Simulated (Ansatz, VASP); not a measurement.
# Ge2H (zigzag Ge ribbon N=2 H edges) in two plane-wave programs

Wanted: the spread between two codes on one cell, functional and k mesh. The structure shown is the start of the Ansatz relaxation below; VASP solves that cell, so the two are compared at the walk's first step.

Program: Ansatz 0.2.0. Level of theory: plane waves, with VASP 6.6.1 beside it; single point at PBE. Results are calculated unless marked as measured.

**1. The starting structure**

The cell holds 6 atoms: 2 H and 4 Ge. Its edges and angles: a = 14.740 Å, b = 7.670 Å, c = 4.088 Å, α = 90.0°, β = 90.0°, γ = 90.0°. Vacuum lies along a and b. The structure's axis is c.

**2. Ansatz: relaxation, PBE**

Ansatz runs on its default PAW (the set named soft_2) files.

The two programs are compared at the cell with which this relaxation starts, whose forces are those of its first step.

Contents of input.yaml:

```yaml
crystal:
  lattice:
    - [14.74, 0.0, 0.0]
    - [0.0, 7.67, 0.0]
    - [0.0, 0.0, 4.0876399059]
  atoms:
    - { symbol: H, position: [0.237449118, 0.543676662, 0.0] }
    - { symbol: Ge, position: [0.339891452, 0.543676662, 0.0], spin: 0.5 }
    - { symbol: Ge, position: [0.660108548, 0.456323338, 0.0], spin: -0.5 }
    - { symbol: H, position: [0.762550882, 0.456323338, 0.0] }
    - { symbol: Ge, position: [0.419945726, 0.456323338, 0.5] }
    - { symbol: Ge, position: [0.580054274, 0.543676662, 0.5] }
magnetization:
  spin_polarized: true
kpoints:
  mp_grid: { grid: [1, 1, 20] }
scf:
  occupations: { method: fermi_dirac, width: 0.05 }
hamiltonian:
  xc: pbe
relax:
  cell: { fix: [a, b, alpha, beta, gamma] }
  max_steps: 60
```

Launch:

```console
$ ansatz run input.yaml --threads 8 --pin off --max-ram 16384MiB --backend cpu --events-out ev --progress --plain --runs-dir out
```

Numbers of over 12 decimals in the logs are rounded to 6 here.

What it wrote:

```text
Engine: ansatz 0.2.0, x86_64-unknown-linux-gnu
Pseudopotentials: kind: paw
Pseudopotential: H, paw, valence charge 1, recommended cutoff 420 eV (normal), H.paw.azcp
Pseudopotential: Ge, paw, valence charge 14, recommended cutoff 420 eV (normal), Ge.paw.azcp
Functional definition: PBE
  parameter kappa = 0.804
  parameter beta = 0.066725
  exchange = pbe_x(kappa = kappa, mu = beta*pi^2/3)
  correlation = pbe_c(beta = beta)
Crystal: 6 atoms, lattice volume = 462.131 Å³
Basis set: ecut = 420 eV, 9005 PW (Γ), exchange–correlation on 200×108×60 points (8 copies of the dense FFT grid, shifted against one another)
Bands: 36, of which v1, the nominal top of the filled ones, is band 29 counted from 1 (28 counted from 0)
Symmetry: 2 space group operations
Space group: Pm (ITA 6), of the structure as read, at distance tolerance 7.7e-5 Å
Magnetic group: BNS 10.44 (UNI 51), of the structure as read, at distance tolerance 7.7e-5 Å
k-points: 11 of 20
Non-local potential: H, projectors of the file, l = 0: 2, l = 1: 1
Non-local potential: Ge, projectors of the file, l = 0: 2, l = 1: 2, l = 2: 3, l = 3: 1
PAW form: soft (Blöchl's): semilocal exchange-correlation on the pseudo side does not see the compensation charge
PAW one-centre angular grid: H, 110 points (default); XC on 64 Gauss nodes
PAW one-centre angular grid: Ge, 590 points (default); XC on 64 Gauss nodes
Initial density: superposition of atomic densities (neutral atoms: chi_scale 0, normalization atom)
Starting moments: Σ|m| = 1 μB on 2 of 6 sites
Starting magnetic order: antiferromagnet; an inversion exchanges its spin sublattices: spin-degenerate at every k-point
Initial wavefunctions: pseudopotential atomic-orbital guess
Functional: x = pbe(κ = 0.804, μ = 0.219515), c = pbe(β = 0.066725)
SCF iter   1: F=—  HF=-17209.143087 eV  |F-HF|=—  |Δ(HF+E_count)|=         —  Δρ=1.91e-2 (↑1.91e-2 ↓1.91e-2)  dr2=2.39e0  dr2_m=9.67e-1  M=-0.000 μB ∫|m|=0.241 μB  β_m=0.30  ethr=3.10e-3  ⟨swp⟩=7.3  Hψ=3430  notcnv=0  defer=2
preconditioner: auto → Resta (q_TF=auto, 1.930 Å⁻¹)  ε∞=1.8  [insulator: Δε(μ)=0.116 eV  Ē_g=8.275 eV  σ=0.050 eV  W_gap=0.52  n_scr=58 (ndim 8)  ℏωp=7.3 eV  f_vac=0.628  D(μ)=1.93/eV (n_scr^D=6)  ε∞_Penn≈1.8  vacuum switching on, ρ_ref=5.0e-3 e/Å³]
spin=Collinear: Resta preconditioning applied to the charge; magnetization (m = ρ↑ − ρ↓) channel mixes plain (no charge-response kernel on spin).
SCF iter   2: F=—  HF=-17208.765793 eV  |F-HF|=—  |Δ(HF+E_count)|=   3.77e-1  Δρ=1.32e-2 (↑1.32e-2 ↓1.32e-2)  dr2=1.10e0  dr2_m=4.77e-1  M=0.000 μB ∫|m|=0.248 μB  β_m=0.30  ethr=3.10e-3  ⟨swp⟩=2.0  Hψ=1050  notcnv=0  defer=18
SCF iter   3: F=—  HF=-17208.441514 eV  |F-HF|=—  |Δ(HF+E_count)|=   3.24e-1  Δρ=7.58e-3 (↑7.58e-3 ↓7.58e-3)  dr2=2.51e-2  dr2_m=2.37e-1  M=0.000 μB ∫|m|=0.259 μB  β_m=0.30  ethr=1.90e-3  ⟨swp⟩=3.5  Hψ=1294  notcnv=0  defer=22
SCF iter   4: F=—  HF=-17208.457185 eV  |F-HF|=—  |Δ(HF+E_count)|=   1.57e-2  Δρ=5.29e-3 (↑5.29e-3 ↓5.29e-3)  dr2=5.73e-3  dr2_m=1.17e-1  M=-0.000 μB ∫|m|=0.272 μB  β_m=0.30  ethr=4.32e-5  ⟨swp⟩=3.0  Hψ=1306  notcnv=0  defer=22
SCF iter   5: F=—  HF=-17208.467850 eV  |F-HF|=—  |Δ(HF+E_count)|=   1.07e-2  Δρ=3.72e-3 (↑3.72e-3 ↓3.72e-3)  dr2=7.52e-4  dr2_m=5.84e-2  M=0.000 μB ∫|m|=0.287 μB  β_m=0.30  ethr=9.89e-6  ⟨swp⟩=2.0  Hψ=1076  notcnv=0  defer=22
SCF iter   6: F=—  HF=-17208.471554 eV  |F-HF|=—  |Δ(HF+E_count)|=   3.70e-3  Δρ=2.62e-3 (↑2.62e-3 ↓2.61e-3)  dr2=2.07e-4  dr2_m=2.90e-2  M=-0.000 μB ∫|m|=0.304 μB  β_m=0.30  ethr=1.30e-6  ⟨swp⟩=2.0  Hψ=1114  notcnv=0  defer=22
Mixer restart at iter 6: flushing history
spin-set hold released at iteration 6 (site moments contracting): the magnetisation degrees of freedom join the quasi-Newton model from the next iteration; the mixer history was flushed
SCF iter   7: F=—  HF=-17208.473298 eV  |F-HF|=—  |Δ(HF+E_count)|=   1.74e-3  Δρ=1.85e-3 (↑1.84e-3 ↓1.85e-3)  dr2=2.84e-4  dr2_m=1.44e-2  M=0.000 μB ∫|m|=0.322 μB  β_m=0.65  ethr=3.56e-7  ⟨swp⟩=2.0  Hψ=1226  notcnv=0  defer=22
SCF iter   8: F=—  HF=-17208.483307 eV  |F-HF|=—  |Δ(HF+E_count)|=   1.00e-2  Δρ=7.86e-4 (↑6.36e-4 ↓7.86e-4)  dr2=8.41e-2  dr2_m=6.80e-5  M=-0.002 μB ∫|m|=0.370 μB  β_m=0.39  ethr=3.56e-7  ⟨swp⟩=3.0  Hψ=1743  notcnv=0  defer=22  recentre
SCF iter   9: F=—  HF=-17208.476156 eV  |F-HF|=—  |Δ(HF+E_count)|=   7.15e-3  Δρ=2.29e-4 (↑2.10e-4 ↓2.29e-4)  dr2=1.76e-5  dr2_m=2.04e-4  M=-0.000 μB ∫|m|=0.393 μB  β_m=0.70  ethr=3.56e-7  ⟨swp⟩=3.0  Hψ=1645  notcnv=0  defer=22
[...]
SCF iter   8: F=-17209.090297 eV  HF=-17209.090297 eV  |F-HF|=2.11e-10  |Δ(HF+E_count)|=   2.86e-9  Δρ=2.14e-7 (↑2.14e-7 ↓1.37e-7)  dr2=6.24e-10  dr2_m=8.26e-11  M=0.000 μB ∫|m|=0.000 μB  β_m=0.64  ethr=1.46e-11  ⟨swp⟩=1.8  Hψ=1830  notcnv=0
SCF iter   9: F=-17209.090297 eV  HF=-17209.090297 eV  |F-HF|=8.73e-11  |Δ(HF+E_count)|=  6.66e-10  Δρ=9.35e-8 (↑9.35e-8 ↓8.33e-8)  dr2=1.24e-11  dr2_m=3.13e-11  M=-0.000 μB ∫|m|=0.000 μB  ethr=1.08e-12  ⟨swp⟩=1.0  Hψ=1872  notcnv=0
[...]
preconditioner: auto → Resta (q_TF=auto, 1.935 Å⁻¹)  ε∞=1.8  [insulator: Δε(μ)=0.606 eV  Ē_g=8.059 eV  σ=0.050 eV  W_gap=1.00  n_scr=58 (ndim 8)  ℏωp=7.4 eV  f_vac=0.667  D(μ)=0.01/eV (n_scr^D=0)  ε∞_Penn≈1.8  vacuum switching on, ρ_ref=4.7e-3 e/Å³]
spin=Collinear: Resta preconditioning applied to the charge; magnetization (m = ρ↑ − ρ↓) channel mixes plain (no charge-response kernel on spin).
SCF iter   2: F=—  HF=-17209.089731 eV  |F-HF|=—  |Δ(HF+E_count)|=   4.40e-5  Δρ=4.71e-6 (↑4.71e-6 ↓4.71e-6)  dr2=4.60e-8  dr2_m=2.58e-11  M=-0.000 μB ∫|m|=0.000 μB  β_m=0.60  ethr=1.73e-10  ⟨swp⟩=3.0  Hψ=1710  notcnv=0
SCF iter   3: F=—  HF=-17209.089732 eV  |F-HF|=—  |Δ(HF+E_count)|=   3.81e-7  Δρ=1.02e-6 (↑1.02e-6 ↓1.02e-6)  dr2=1.10e-8  dr2_m=1.11e-11  M=-0.000 μB ∫|m|=0.000 μB  β_m=0.54  ethr=7.93e-11  ⟨swp⟩=2.0  Hψ=1430  notcnv=0
SCF iter   4: F=—  HF=-17209.089732 eV  |F-HF|=—  |Δ(HF+E_count)|=   3.89e-9  Δρ=5.28e-7 (↑5.26e-7 ↓5.28e-7)  dr2=1.40e-9  dr2_m=9.03e-12  M=-0.000 μB ∫|m|=0.000 μB  β_m=0.66  ethr=1.89e-11  ⟨swp⟩=2.0  Hψ=1430  notcnv=0
SCF iter   5: F=—  HF=-17209.089732 eV  |F-HF|=—  |Δ(HF+E_count)|=   2.86e-9  Δρ=1.22e-7 (↑1.22e-7 ↓1.02e-7)  dr2=4.95e-10  dr2_m=5.00e-12  M=-0.000 μB ∫|m|=0.000 μB  β_m=0.56  ethr=2.42e-12  ⟨swp⟩=2.0  Hψ=1396  notcnv=0
SCF iter   6: F=—  HF=-17209.089732 eV  |F-HF|=—  |Δ(HF+E_count)|=  7.28e-12  Δρ=8.01e-8 (↑5.92e-8 ↓8.01e-8)  dr2=1.08e-10  dr2_m=4.06e-12  M=-0.000 μB ∫|m|=0.000 μB  β_m=0.53  ethr=1.00e-12  ⟨swp⟩=2.5  Hψ=1175  notcnv=0
SCF iter   7: F=-17209.089732 eV  HF=-17209.089732 eV  |F-HF|=7.28e-12  |Δ(HF+E_count)|=  1.46e-11  Δρ=5.05e-8 (↑5.05e-8 ↓4.09e-8)  dr2=1.93e-11  dr2_m=3.14e-12  M=-0.000 μB ∫|m|=0.000 μB  ethr=1.00e-12  ⟨swp⟩=4.0  Hψ=2229  notcnv=0
the starting moments were not kept: the SCF closed with an absolute magnetisation of 1.6e-5 μB, where they sum to 1 μB in size (2 sites). That is at most 0.1 of that sum. Measured as dr2_m measures the in/out step, that magnetisation stands 1.5e-11 eV from none, at or under the dr2_threshold of 6.0e-11 eV: it is no larger than a step whose dr2_m would equal this threshold.
SCF 43 converged in 7 iterations: F = -17209.089732 eV  dr2 = 1.93e-11
relax step  43: F+E_penalty+E_count = -17209.08973176 eV  Δ(F+E_penalty+E_count) = +5.648e-4 eV  max|allowed force component| = 1.392e-3 eV/Å  Δτ_max = 0.0000 Å  P = -0.262 GPa  Ω = 455.269 Å³  fix = [a, b, alpha, beta, gamma]  reactions: a +0.001, b -0.784 GPa; gamma +0.000 GPa/rad  stress off target by 2.61e-3 GPa on what of the cell is left free  SCF on the basis re-selected at this cell (its energy is not comparable with the rows above)  (7 SCF iters)
basis re-selected at this cell: Δ(F+E_penalty+E_count) = +5.648e-4 eV, ΔP = -0.001 GPa vs the last step (what re-selecting the basis moved, of the pressure what is left beyond the Pulay correction that the steps carried, after the strain that the cell walked since its last selection, with what the two solves' SCF thresholds leave and, on support functions, any second-order correction that the steps lacked; it is no measure of the basis error at this ecutwfc). The dense FFT grid was sized anew with the basis: this SCF ran on 100×54×27 points, the steps before it on 100×54×30, so part of this shift can come from that change (see relax.cell in the input reference). [rest of the remark cut]
SCF converged after 7 iterations
Magnetization: -0.0000 μB (29.0000 up, 29.0000 down)
Absolute magnetization: 0.0000 μB (∫|ρ↑−ρ↓|, with the PAW one-centre terms)
Spin contamination: 0.0000 ħ² per cell (⟨S²⟩ above its minimum at these occupations)
Per-site moments (μB) at R_I (Å): [(1.0415570875147384e-7, 0.645406), (3.206250820070552e-7, 0.645406), (-3.2078072021834086e-7, 0.645401), (-1.039170348688207e-7, 0.645401), (-6.702000774142628e-7, 0.998891), (6.701108089555631e-7, 0.998887)]
Free energy (F): -17209.089732 eV
Harris-Foulkes:  -17209.089732 eV  (|F-HF|=7.28e-12)
Internal energy: -17209.089482 eV  (E = F + TS)
E sigma→0 (E₀):  -17209.089607 eV
Entropy (-TS):   -0.000250 eV (-0.042 meV/atom)
Fermi energy:    -1.880902 eV
--- Per-component energies (eV) ---
  E_band       = -1170.335427
  E_kinetic    = 464.888653
  E_local      = -26334.150551  (includes V_loc(G=0)·N_el)
  E_nonlocal   = 1672.841146
  E_hartree    = 12272.950561
  E_xc         = -315.479437
  E_vxc        = -274.786021  (∫ρ·V_xc dr)
  E_paw        = -8076.074283  (= ΣΔE_a)
  E_vpaw       = -1245.028835  (= ΣTr[D̂ρ^β])
  E_aug_tail   = -0.001027  (compensation charges beyond the density's cutoff)
  E_ewald      = 3105.935457
  E_smearing   = -0.000250  (= −TS)
  E_closure    = 0.000000  (closes the sum)
  Σ components = -17209.089732   (vs F -17209.089732, Δ=0.00e0)
--- Forces (eV/Å), atoms counted from 1 ---
  atom   1  H     -0.00026344     0.00131454    -0.00000000
  atom   2  Ge    -0.00075844    -0.00139179    -0.00000000
  atom   3  Ge     0.00079733     0.00132776     0.00000000
  atom   4  H      0.00016814    -0.00132210     0.00000000
  atom   5  Ge    -0.00016174     0.00053065    -0.00000000
  atom   6  Ge     0.00021926    -0.00045918     0.00000000
  max |Σ_I F_I| component: 1.11e-6 eV/Å
--- Stress (GPa, compression-positive) ---
        0.000803      -0.000225      -0.000000
       -0.000225      -0.783591      -0.000000
       -0.000000      -0.000000      -0.002609
  P = ⅓ Tr σ = -0.2618 GPa (-2.618 kbar)
--- Relaxed structure (42 steps of the walk, 40 accepted, 1 SCFs on fresh bases) ---
  F+E_penalty+E_count = -17209.08973176 eV   max|allowed force component| = 1.392e-3 eV/Å   (the final SCF, on the basis selected at the relaxed cell)
  cell:  # Å, volume = 455.2686 Å³
    - [14.74, 0, 0]
    - [0, 7.67, 0]
    - [0, 0, 4.026937]
  atoms:
    - { symbol: H, position: [0.407154, 0.031337, -6.794042474298674e-17] }
    - { symbol: Ge, position: [0.422674, 0.233136, -3.314148035910763e-17] }
    - { symbol: Ge, position: [0.577317, 0.766868, 3.31451740807962e-17] }
    - { symbol: H, position: [0.592862, 0.968659, 6.793420562293584e-17] }
    - { symbol: Ge, position: [0.494401, 0.341599, 0.5] }
    - { symbol: Ge, position: [0.505593, 0.658402, 0.5] }
```

(Part 1 of 2 ends here.)

[Lines on the potential files, build, host, timing and source positions are cut from VASP's logs without a mark.]

[Logs are printed without paths, hosts, clocks, repeated set-up lines and the standing remarks that a program may print on its own settings, such as how far it seeks lower states.]

[Hosts, paths, dates, database ids (printed as entryN), source tags and the programs' standing remarks are cut or masked in the printed files.]
